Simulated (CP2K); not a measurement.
# ZnS under changes of volume

One of the cells (19.727 Å³/atom); the others are scaled copies at fixed shape and fractional positions:

```xyz
2
Lattice="3.8212 0.0000 0.0000 1.9106 3.3093 0.0000 1.9106 1.1031 3.1200" Properties=species:S:1:pos:R:3 pbc="T T T"
Zn    5.7318    3.3093    2.3400
S     0.0000    0.0000    0.0000
```

```yaml
Program: CP2K 2026.2
Functional: SCAN
Dispersion: D3
Potentials_or_basis: POTENTIAL_UZH Zn GTH-SCAN-q12, S GTH-SCAN-q6; TZVP-MOLOPT-SCAN-GTH basis
Density_cutoff: 9184 eV
k_mesh: 9 × 9 × 9
Occupations: fermi-dirac, width 0.05 eV
Spin: no spin polarisation
```

```csv
volume (Å³/atom),energy over the lowest point (meV/atom),pressure (GPa),gap on the mesh (eV)
18.543,11.38,4.2,2.83
18.938,3.40,2.3,2.73
19.332,0.00,0.5,2.63
19.727,?,?,?
20.121,6.36,-2.7,2.44
20.516,14.55,-3.9,2.36
20.910,25.70,-5.1,2.27
```

Task: What does the run at 19.727 Å³/atom give?

Result: Energy over the lowest point 0.72 meV/atom; pressure -1.1 GPa; gap on the mesh 2.54 eV.

Worked out: A Birch-Murnaghan fit of order 3 (a polynomial in V^(-2/3)) to the other rows has its minimum at 19.41 Å³/atom with B0 = V·E''(V) = 84 GPa and B' = 5.7. It gives 1.32 meV/atom at 19.727 Å³/atom, against the run's 0.72, and -dE/dV = -1.3 GPa, against -1.1. A straight line through the other rows of the gap, of slope -4.66 eV per unit of ln V (its deformation potential), gives 2.54 eV, against the run's 2.54.

Energies are extrapolated to zero smearing.

Caveats: the basis of atomic orbitals isn't converged, which shifts pressures, moduli and gaps.
